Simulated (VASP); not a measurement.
# GaP (F-43m) in VASP: notebook, part 2 of 2

VASP 6.6.1.

## 3. Equation of state, PBE

The input, run.py:

```python
from ase.calculators.vasp import Vasp
from ase.eos import EquationOfState
from ase.io import Trajectory
from ase.io import read
from ase.units import GPa

atoms = read('GaP.cif')
calc = Vasp(
    directory='calc',
    xc='pbe',
    pp='PBE',
    setups='recommended',
    prec='Accurate',
    encut=520,
    ediff=1e-06,
    ismear=0,
    sigma=0.01,
    lreal=False,
    lasph=True,
    nelm=60,
    algo='Normal',
    isif=2,
    lwave=False,
    lcharg=False,
    kpts=[8, 8, 8],
    gamma=True,
)
atoms.calc = calc
cell = atoms.cell.copy()
volumes, energies = [], []
traj = Trajectory('eos.traj', 'w')
for x in [0.94, 0.96, 0.98, 1.0, 1.02, 1.04, 1.06]:
    atoms.set_cell(cell * x ** (1 / 3), scale_atoms=True)
    volumes.append(atoms.get_volume())
    energies.append(atoms.get_potential_energy())
    traj.write(atoms)
    print(f'{x:5.2f} {volumes[-1]:12.5f} {energies[-1]:14.6f}')

v0, e0, B = EquationOfState(volumes, energies, eos='birchmurnaghan').fit()
print(f'V0 = {v0:.4f} A^3, E0 = {e0:.6f} eV, B = {B / GPa:.2f} GPa')
```

The input, GaP.cif:

```cif
data_GaP
_cell_length_a 3.85408551
_cell_length_b 3.85408551
_cell_length_c 3.85408551
_cell_angle_alpha 60.00000000
_cell_angle_beta 60.00000000
_cell_angle_gamma 60.00000000
_space_group_name_H-M_alt 'P1'
_space_group_name_Hall 'P 1'
_space_group_IT_number 1
loop_
_space_group_symop_operation_xyz
'x,y,z'
loop_
_atom_site_label
_atom_site_type_symbol
_atom_site_symmetry_multiplicity
_atom_site_Wyckoff_symbol
_atom_site_fract_x
_atom_site_fract_y
_atom_site_fract_z
_atom_site_occupancy
Ga1 Ga 1 a 0.0000000000 0.0000000000 0.0000000000 1
P1 P 1 a 0.7500000000 0.7500000000 0.7500000000 1
```

Potentials or basis: VASP PAW PBE potentials, release 64 (Ga_d, P).

Started as:

```bash
$ python run.py
```

The program printed:

```text
0.94     38.05195      -9.034046
 0.96     38.86156      -9.071985
 0.98     39.67118      -9.098992
 1.00     40.48080      -9.116121
 1.02     41.29041      -9.124450
 1.04     42.10003      -9.124828
 1.06     42.90964      -9.118059
V0 = 41.7322 A^3, E0 = -9.125585 eV, B = 76.36 GPa
```

OUTCAR:

```text
ENCUT = 520.000000
   EDIFF = 1.00e-06
   GGA = PE
   PREC = Accurate
   ISIF = 2
   ISMEAR = 0
   NELM = 60
   LASPH = .TRUE.
   LREAL = .FALSE.

 ion  position               nearest neighbor table
   1  0.000  0.000  0.000-   2 2.41   2 2.41   2 2.41   2 2.41
   2  0.750  0.750  0.750-   1 2.41   1 2.41   1 2.41   1 2.41

  LATTYP: Found a face centered cubic cell.
 ALAT       =     5.5573996874
[... 665 lines left out ...]
  in kB      -20.5877646    -20.5877646    -20.5877646     -0.0000000     -0.0000000     -0.0000000
  external PRESSURE =     -20.5877646 kB  Pullay stress =       0.0000000 kB

 VOLUME and BASIS-vectors are now :
 -----------------------------------------------------------------------------
  energy-cutoff  :      520.00
  volume of cell :       42.91
      direct lattice vectors                 reciprocal lattice vectors
     3.929675005  0.000000000  0.000000000     0.254473970 -0.146920615 -0.103888563
     1.964837502  3.403198383  0.000000000     0.000000000  0.293841230 -0.103888563
     1.964837502  1.134399461  3.208566206     0.000000000  0.000000000  0.311665690

 POSITION                                       TOTAL-FORCE (eV/Angst)
 -----------------------------------------------------------------------------------
      0.00000      0.00000      0.00000         0.000000      0.000000      0.000000
      5.89451      3.40320      2.40642        -0.000000     -0.000000     -0.000000
 -----------------------------------------------------------------------------------
    total drift:                               -0.000003     -0.000001     -0.000001

  FREE ENERGIE OF THE ION-ELECTRON SYSTEM (eV)
  ---------------------------------------------------
  free  energy   TOTEN  =        -9.1180589954 eV

  energy  without entropy=       -9.1180589954  energy(sigma->0) =       -9.11805900
```

INCAR:

```text
ENCUT = 520.000000
SIGMA = 0.010000
EDIFF = 1.00e-06
ALGO = Normal
GGA = PE
PREC = Accurate
ISIF = 2
ISMEAR = 0
NELM = 60
LASPH = .TRUE.
LCHARG = .FALSE.
LWAVE = .FALSE.
LREAL = .FALSE.
```

It took 1.9 min on 1 thread of Intel Xeon Platinum 8488C (Sapphire Rapids), shared host; peak memory 0.17 GiB.

Results:

```
Equilibrium volume                      : 20.87 Å³/atom
Bulk modulus                            : 76 GPa
Pressure derivative of the bulk modulus : 4.5
```

Energy against volume, from the lowest point:
```
volume (Å³/atom)  energy (meV/atom)
          19.026              45.39
          19.431              26.42
          19.836              12.92
          20.240               4.35
          20.645               0.19
          21.050               0.00
          21.455               3.38
```

PBE usually gives volumes a little too large and moduli too small.

## 4. For comparison

An earlier run on the cell as given: functional PBE; potentials or basis VASP PAW PBE potentials, release 64 (Ga_d, P); cutoff 520 eV; k mesh 8 × 8 × 8; occupations fermi-dirac, width 0.05 eV; no spin polarisation.

- Pressure: 2.5 GPa
- Band gap on the k mesh: 1.64 eV, indirect (least direct gap 1.83 eV)

## 5. The runs side by side

| task | level | k mesh | smearing | grid for exact exchange (PRECFOCK) | exchange at q = 0 | share of exact exchange | mesh quality | gap on the mesh (eV) | pressure (GPa) |
| --- | --- | --- | --- | --- | --- | --- | --- | --- | --- |
| band structure | PBE-EpsX | 4 × 4 × 4 | fermi-dirac 0.05 eV | Fast | default | 0.0895 | coarse | 2.13 | 2.1 |
| equation of state | PBE | 8 × 8 × 8 | gaussian 0.01 eV | - | - | - | not flagged | - | - |
| single point | PBE | 8 × 8 × 8 | fermi-dirac 0.05 eV | - | - | - | not flagged | 1.64 | 2.5 |

Alike in all rows: potentials or basis VASP PAW PBE potentials, release 64 (Ga_d, P); no spin polarisation; cell as given; cutoff (eV) 520.

Caveats: some runs use coarse meshes; an unscreened hybrid on a path of extra k points without a Coulomb cutoff has errors near the mesh points, so the bands along the path aren't reliable (some runs); the PAW data sets were made with another functional, which shifts forces and pressure a little (some runs).

Absolute energies hang on the potentials; compare differences alone.

## 6. How close it comes

Step 3. A measured bulk modulus of GaP is 87.5 GPa (“Phosphorous dimerization in GaP at high pressure”, 2017, arxiv:1709.06667); the calculated 76 GPa misses it by -12.7 %. The fit is for a static lattice scaled at fixed shape and fixed fractional positions.
